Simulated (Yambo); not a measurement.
# HfN (Fm-3m) in Yambo: a series of runs

Runs on HfN. Level: PBEsol. Tasks: G0W0 quasiparticle levels, Hartree-Fock levels, optical spectrum.

All numbers are computed with Yambo 5.3.0; they aren't measurements. Logs are shortened: lines on timing, memory, paths and dates and some standing lists are left out, and cuts for length are marked.

**1. The structure**

Symmetry: Fm-3m, No. 225, cubic system. Conventional cell: a = 4.512 Å, b = 4.512 Å, c = 4.512 Å, α = 90.00°, β = 90.00°, γ = 90.00°. Hf (site symmetry m-3m) is surrounded by 6 N at 2.26 Å. Around N (site symmetry m-3m) lie 6 Hf at 2.26 Å.

**2. G0W0 quasiparticle levels, PBEsol**

Contents of g0w00.in:

```
gw0
dyson
el_el_corr
rim_cut
HF_and_locXC
ppa
em1d
RandQpts= 1000000
RandGvec= 50 RL
EXXRLvcs= 84 Ry
VXCRLvcs= 84 Ry
Chimod= "HARTREE"
% BndsRnXp
 1 | 159 |
%
NGsBlkXp= 18 Ry
% LongDrXp
 1 | 1 | 1 |
%
PPAPntXp= 27.21138 eV
% GbndRnge
 1 | 159 |
%
GTermKind= "BG"
DysSolver= "n"
ExtendOut
% QPkrange
 1 | 1 | 6 | 12 |
 2 | 2 | 6 | 12 |
 16 | 16 | 6 | 12 |
%
```

Contents of scf.in:

```
&CONTROL
  calculation = 'scf'
  prefix = 'pwscf'
  outdir = './tmp'
  pseudo_dir = './pseudo'
/
&SYSTEM
  ibrav = 0
  nat = 2
  ntyp = 2
  ecutwfc = 84
  nbnd = 15
  occupations = 'smearing'
  smearing = 'fd'
  degauss = 0.00367493
  force_symmorphic = .true.
/
&ELECTRONS
  conv_thr = 4d-10
  electron_maxstep = 120
  mixing_beta = 0.5
/
ATOMIC_SPECIES
Hf   178.4900 Hf.upf
N     14.0070 N.upf
CELL_PARAMETERS angstrom
   0.0000000000    2.2560000000    2.2560000000
   2.2560000000    0.0000000000    2.2560000000
   2.2560000000    2.2560000000    0.0000000000
ATOMIC_POSITIONS angstrom
Hf     0.0000000000    0.0000000000    0.0000000000
N      2.2560000000    2.2560000000    2.2560000000
K_POINTS automatic
10 10 10 0 0 0
```

Contents of nscf.in:

```
&CONTROL
  calculation = 'nscf'
  prefix = 'pwscf'
  outdir = './tmp'
  pseudo_dir = './pseudo'
/
&SYSTEM
  ibrav = 0
  nat = 2
  ntyp = 2
  ecutwfc = 84
  nbnd = 159
  occupations = 'smearing'
  smearing = 'fd'
  degauss = 0.00367493
  force_symmorphic = .true.
/
&ELECTRONS
  conv_thr = 1d-08
  diago_full_acc = .true.
  diago_thr_init = 1d-06
/
ATOMIC_SPECIES
Hf   178.4900 Hf.upf
N     14.0070 N.upf
CELL_PARAMETERS angstrom
   0.0000000000    2.2560000000    2.2560000000
   2.2560000000    0.0000000000    2.2560000000
   2.2560000000    2.2560000000    0.0000000000
ATOMIC_POSITIONS angstrom
Hf     0.0000000000    0.0000000000    0.0000000000
N      2.2560000000    2.2560000000    2.2560000000
K_POINTS automatic
6 6 6 0 0 0
```

Potentials or basis: PseudoDojo 0.4.1 SR PBEsol standard.

Command:

```sh
> OMP_NUM_THREADS=1 pw.x -in scf.in > scf.out
> OMP_NUM_THREADS=1 pw.x -in nscf.in > nscf.out
> cd tmp/pwscf.save; p2y; mv SAVE ../..; cd ../..
> OMP_NUM_THREADS=1 yambo
> OMP_NUM_THREADS=1 yambo -F g0w00.in -J g0w00 -C g0w00_out
```

Yambo's report:

```text
[... sections 02.01 to 02.04 as in the set-up run ...]

  [02.05] Energies & Occupations
  ==============================

  [X] === General ===
  [X] Electronic Temperature                        :  0.258606E-1   300.100    [eV K]
  [X] Bosonic    Temperature                        :  0.258606E-1   300.100    [eV K]
  [X] Finite Temperature mode                       : yes
  [X] El. density                                   :  0.74029E+24 [cm-3]
  [X] Fermi Level                                   :  18.78920 [eV]

  [X] === Gaps and Widths ===
  [X] Conduction Band Min                           :  18.78920 [eV]
  [X] Valence Band Max                              :  18.78920 [eV]
  [X] Filled Bands                                  :   8
  [X] Metallic Bands                                :   9  11
  [X] Empty Bands                                   :   12  159

  [X] === Metallic Characters ===
  [X] N of el / N of met el                         :  17.00000   1.34376
  [X] Average metallic occ.                         :  0.111980

  [WARNING] [X] Metallic system

 [03] Transferred momenta grid and indexing
 ==========================================

 IBZ Q-points                                      :  16
 BZ  Q-points                                      :  216

 K/Q-points units:
 rlu = crystal or reduced units; cc = cartesian coordinates; iku = interal k-units

 Q [ 1]         [rlu]:  0.000000  0.000000  0.000000
 Q [ 2]         [rlu]: -0.20059E-16 -0.20059E-16  0.16667
 Q [ 3]         [rlu]: -0.40119E-16 -0.40119E-16  0.33333
 Q [ 4]         [rlu]: -0.52426E-17 -0.52426E-17 -0.50000
 Q [ 5]         [rlu]:  0.27284E-16  0.16667      0.16667
 Q [ 6]         [rlu]:  0.35452E-16  0.16667      0.33333
 Q [ 7]         [rlu]:  0.23329E-16  0.16667      0.50000
 Q [ 8]         [rlu]: -0.52426E-17  0.16667     -0.33333
 Q [ 9]         [rlu]:  0.40119E-16  0.16667     -0.16667
 Q [10]         [rlu]:  0.54568E-16  0.33333      0.33333
 Q [11]         [rlu]:  0.90963E-16  0.33333      0.50000
 Q [12]         [rlu]:  0.80237E-16  0.33333     -0.33333
 Q [13]         [rlu]: -0.10068E-15 -0.50000     -0.50000
 Q [14]         [rlu]:  0.166667  0.333333  0.500000
 Q [15]         [rlu]:  0.166667  0.333333 -0.333333
 Q [16]         [rlu]:  0.166667 -0.500000 -0.333333

 [04] Coloumb potential Random Integration (RIM)
 ===============================================

  [04.01] RIM initialization
[... 273 lines left out ...]
   Current Q-pt index             :  15
   :: PP condition fails/total    :  0.354913
   :: Time ordering fails/rest    :  0.536256
   :: Mean rel dev of PP cond     :  0.354900
   Current Q-pt index             :  16
   :: PP condition fails/total    :  0.349841
   :: Time ordering fails/rest    :  0.534213
   :: Mean rel dev of PP cond     :  0.349827

  [08.02] QP properties and I/O
  =============================

  Legend (energies in eV)
  - B  : Band       - Eo  : bare energy
  - E  : QP energy  - Z   : Renormalization factor
  - So : Sc(Eo)     - S   : Sc(E)
  - dSp: Sc derivative precision

  - lXC: Local XC (Perdew, Burke & Ernzerhof SOL(X)+Perdew, Burke & Ernzerhof SOL(C))
  -nlXC: non-Local XC (Hartree-Fock)

  QP [eV] @ K [1] (iku):  0.000000  0.000000  0.000000
   B=6 Eo= -3.13 E= -3.48 E-Eo= -0.35 Re(Z)=0.77 Im(Z)= 0.221502E-2 nlXC= -20.3252 lXC= -17.2634 So=  2.60518
   B=7 Eo= -3.13 E= -3.48 E-Eo= -0.36 Re(Z)=0.77 Im(Z)= 0.221134E-2 nlXC= -20.3252 lXC= -17.2634 So=  2.60284
   B=8 Eo= -3.13 E= -3.48 E-Eo= -0.35 Re(Z)=0.77 Im(Z)= 0.221139E-2 nlXC= -20.3252 lXC= -17.2634 So=  2.60500
   B=9 Eo= -0.51 E= -0.40 E-Eo=  0.11 Re(Z)=0.81 Im(Z)=-0.108094E-2 nlXC= -11.4366 lXC= -13.8443 So= -2.27474
   B=10 Eo= -0.51 E= -0.40 E-Eo=  0.11 Re(Z)=0.81 Im(Z)=-0.108090E-2 nlXC= -11.4366 lXC= -13.8443 So= -2.27497
   B=11 Eo= -0.51 E= -0.41 E-Eo=  0.10 Re(Z)=0.81 Im(Z)=-0.108081E-2 nlXC= -11.4366 lXC= -13.8443 So= -2.28675
   B=12 Eo=  1.68 E=  1.65 E-Eo= -0.02 Re(Z)=0.79 Im(Z)=-0.123201E-2 nlXC= -8.82871 lXC= -14.0265 So= -5.22804
[... 10 lines left out ...]
  QP [eV] @ K [16] (iku): -0.50000      0.16667      0.11962E-16
   B=6 Eo= -5.78 E= -6.17 E-Eo= -0.39 Re(Z)=0.77 Im(Z)=-0.149756E-2 nlXC= -20.0021 lXC= -15.9645 So=  3.53228
   B=7 Eo= -5.65 E= -6.14 E-Eo= -0.48 Re(Z)=0.77 Im(Z)=-0.112095E-2 nlXC= -19.7803 lXC= -15.6112 So=  3.54415
   B=8 Eo= -5.38 E= -5.77 E-Eo= -0.39 Re(Z)=0.78 Im(Z)=-0.880237E-3 nlXC= -18.6182 lXC= -15.0716 So=  3.04780
   B=9 Eo= -0.92 E= -0.95 E-Eo= -0.03 Re(Z)=0.80 Im(Z)=-0.108713E-2 nlXC= -14.2075 lXC= -14.8611 So=-0.689408
   B=10 Eo=  2.97 E=  3.17 E-Eo=  0.20 Re(Z)=0.79 Im(Z)=-0.192235E-2 nlXC= -9.58608 lXC= -15.3914 So= -5.54702
   B=11 Eo=  5.11 E=  5.50 E-Eo=  0.38 Re(Z)=0.79 Im(Z)= 0.288247E-3 nlXC= -9.54597 lXC= -16.2526 So= -6.22218
   B=12 Eo=  5.46 E=  5.77 E-Eo=  0.30 Re(Z)=0.78 Im(Z)=-0.279381E-2 nlXC= -8.94598 lXC= -16.1763 So= -6.83856

  [WR./g0w00//ndb.QP]-------------------------------------------------------------
   Lattice constants                                :  4.263222  4.263222  4.263222
   Coulomb cutoff potential                         : none
   Electronic Temperature                           :  300.1000 [K]
   Bosonic    Temperature                           :  300.1000 [K]
   Green`s function   energies                      : Perdew, Burke & Ernzerhof SOL(X)+Perdew, Burke & Ernzerhof SOL(C)
   wavefunctions                                    : Perdew, Burke & Ernzerhof SOL(X)+Perdew, Burke & Ernzerhof SOL(C)
   PPA    diel. fun.  energies                      : Perdew, Burke & Ernzerhof SOL(X)+Perdew, Burke & Ernzerhof SOL(C)
   wavefunctions                                    : Perdew, Burke & Ernzerhof SOL(X)+Perdew, Burke & Ernzerhof SOL(C)
   QP tot states                                    :  21
   GW solver                                        : Newton
   GW approximation                                 : PPA
   PPA imaginary Energy                             :  27.21138 ev
   RIM G`s                                          :   51
   RIM random pts                                   :  1000000
   dS/dw steps                                      :  2
   dS/dw step                                       :  0.100000 ev
   X G`s                                            :  229 used
   X G`s                                            :  229 disk
   X bands                                          :    1  159
   X poles                                          :  100.0000 o/o
   X e/h E range                                    : -1.000000 -1.000000 ev
   X Hxc Kernel                                     : HARTREE
   X BZ energy Double Grid                          : no
   X Optical Averaged directions                    : none
   Sc/G bands                                       :    1  159
   Sc/G damping                                     :  0.100000 ev
   Sc bands terminator                              : yes
   Sc terminator kind                               : BG
   Sc Terminator pole                               :  40.81708
   Sx RL components                                 :  2085

   QP @ state[ 1 ] K range                          :  1  2
   QP @ state[ 1 ] b range                          :   6  12
   QP @ state[ 2 ] K range                          :  16  16
   QP @ state[ 2 ] b range                          :   6  12
   GF energies kind                                 : Perdew, Burke & Ernzerhof SOL(X)+Perdew, Burke & Ernzerhof SOL(C)
   GF WF`s kind                                     : Perdew, Burke & Ernzerhof SOL(X)+Perdew, Burke & Ernzerhof SOL(C)
   Xs energies kind                                 : Perdew, Burke & Ernzerhof SOL(X)+Perdew, Burke & Ernzerhof SOL(C)
   Xs WF`s kind                                     : Perdew, Burke & Ernzerhof SOL(X)+Perdew, Burke & Ernzerhof SOL(C)
```

r_setup:

```text
[02] CORE Variables Setup
 =========================

  [02.01] Unit cells
  ==================

  Cell kind             :  FCC
  Atoms in the cell     :  Hf  N
  number of Hf atoms    :  1
  number of N  atoms    :  1
[... 301 lines left out ...]

  [03.01] X indexes
  =================

   [03.01.01] Sigma indexes
   ========================

   [WR./SAVE//ndb.kindx]-----------------------------------------------------------
    Fragmentation                                    : no
    Polarization last K ( bz)                        :  216
    Polarization last K (ibz)                        :  16
    QP states                                        :   1  16
    X grid is uniform                                : yes
    Grids (string)                                   :  X S
    Grids (int-vector)                               :  1  0  0  1
```

It took 50 min on 1 thread of Intel Xeon Platinum 8488C (Sapphire Rapids), shared host; peak memory 0.6 GiB.

What came out:

- Band gap on the k mesh, mean-field level: none (metal or under the smearing width)

Quasiparticle terms (eV):
| k point | band | Kohn-Sham level | Vxc | Σx | Σc | Z | result |
| --- | --- | --- | --- | --- | --- | --- | --- |
| (0.000, 0.000, 0.000) | 6 | -3.13 | -17.26 | -20.33 | 2.61 | 0.77 | -3.48 |
| (0.000, 0.000, 0.000) | 7 | -3.13 | -17.26 | -20.33 | 2.60 | 0.77 | -3.48 |
| (0.000, 0.000, 0.000) | 8 | -3.13 | -17.26 | -20.33 | 2.61 | 0.77 | -3.48 |
| (0.000, 0.000, 0.000) | 9 | -0.51 | -13.84 | -11.44 | -2.27 | 0.81 | -0.40 |
| (0.000, 0.000, 0.000) | 10 | -0.51 | -13.84 | -11.44 | -2.27 | 0.81 | -0.40 |
| (0.000, 0.000, 0.000) | 11 | -0.51 | -13.84 | -11.44 | -2.29 | 0.81 | -0.41 |
| (0.000, 0.000, 0.000) | 12 | 1.68 | -14.03 | -8.83 | -5.23 | 0.79 | 1.65 |
| (0.000, 0.000, 0.167) | 6 | -5.17 | -15.71 | -19.25 | 3.03 | 0.77 | -5.56 |
| (0.000, 0.000, 0.167) | 7 | -4.36 | -16.46 | -19.64 | 2.76 | 0.78 | -4.69 |
| (0.000, 0.000, 0.167) | 8 | -4.36 | -16.46 | -19.64 | 2.76 | 0.78 | -4.68 |
| (0.000, 0.000, 0.167) | 9 | -0.03 | -14.05 | -11.34 | -2.64 | 0.80 | 0.03 |
| (0.000, 0.000, 0.167) | 10 | 0.33 | -14.20 | -9.55 | -4.48 | 0.80 | 0.47 |
| (0.000, 0.000, 0.167) | 11 | 0.33 | -14.20 | -9.55 | -4.48 | 0.80 | 0.47 |
| (0.000, 0.000, 0.167) | 12 | 3.32 | -14.95 | -9.37 | -5.52 | 0.78 | 3.37 |
| (0.167, -0.500, -0.333) | 6 | -5.78 | -15.96 | -20.00 | 3.53 | 0.77 | -6.17 |
| (0.167, -0.500, -0.333) | 7 | -5.65 | -15.61 | -19.78 | 3.54 | 0.77 | -6.14 |
| (0.167, -0.500, -0.333) | 8 | -5.38 | -15.07 | -18.62 | 3.05 | 0.78 | -5.77 |
| (0.167, -0.500, -0.333) | 9 | -0.92 | -14.86 | -14.21 | -0.69 | 0.80 | -0.95 |
| (0.167, -0.500, -0.333) | 10 | 2.97 | -15.39 | -9.59 | -5.55 | 0.79 | 3.17 |
| (0.167, -0.500, -0.333) | 11 | 5.11 | -16.25 | -9.55 | -6.22 | 0.79 | 5.50 |

Caveat: the k mesh is coarse (spacing up to 0.40 Å⁻¹), so the values aren't converged; the plasmon-pole model is rough for a metal; the ground state has no gap, which makes the many-body step unreliable; this version prints the column dSc/dw multiplied by 27.2; the terminator is approximate in this version, by hundredths of an eV. The run has no spin-orbit coupling, so splittings on Hf are missing.

[end of part 1 of 2]
